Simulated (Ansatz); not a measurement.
Stress against strain in InSe

```
CELL_PARAMETERS angstrom
2.00000 1.15470 8.31667
-2.00000 1.15470 8.31667
0.00000 -2.30940 8.31667
ATOMIC_POSITIONS crystal
In 0.00000 0.00000 0.00000
In 0.11220 0.11220 0.11220
Se 0.61550 0.61550 0.61550
Se 0.83000 0.83000 0.83000
```

Atom numbers follow the list: In1, In2, Se3, Se4.

The cell is COD entry 1534648, which may be a prediction rather than a measurement; nothing was relaxed.

Spin–orbit coupling is left out, though it moves levels of the heavy atoms by tenths of an eV or more.

Level of theory: DFT, PBEsol, all-electron LAPW, scalar-relativistic (Ansatz 0.2.0).

The runs use a Γ-centred 7×7×7 k mesh, Fermi–Dirac smearing of 0.01 eV, basis error target 1 meV/atom, no spin polarisation.

The strain is applied along the Cartesian axes of the cell as listed (the other components stay zero). Fractional coordinates are held (clamped ions).

σ is the change of stress from the unstrained cell, which is at 0.26 GPa; tension is positive, so slopes are stress–strain coefficients at that pressure.

Only quantities that a quadratic follows smoothly over the whole series are listed; rougher ones are left out.

```
εxx = εyy  σzz (GPa)  σxx (GPa)
  -0.0300      -2.14      -4.65
  -0.0200      -1.34      -2.93
  -0.0100      -0.63      -1.39
   0.0000       0.00       0.00
   0.0200       1.04       2.36
   0.0300       1.46       3.36
```

Fit the series and read off the stiffness at zero strain.

Least-squares fits y = p0 + p1 x + p2 x² to the rows give σzz (GPa): p1 = 59.8, p2 = -380; σxx (GPa): p1 = 133, p2 = -720. So C13 + C23 = 60 GPa and C11 + C12 = 133 GPa, for these axes.

One run, at εxx = εyy = 0.0100, is withheld. Predict its row.

The fits give 0.56, 1.26; the run gave 0.55, 1.24.
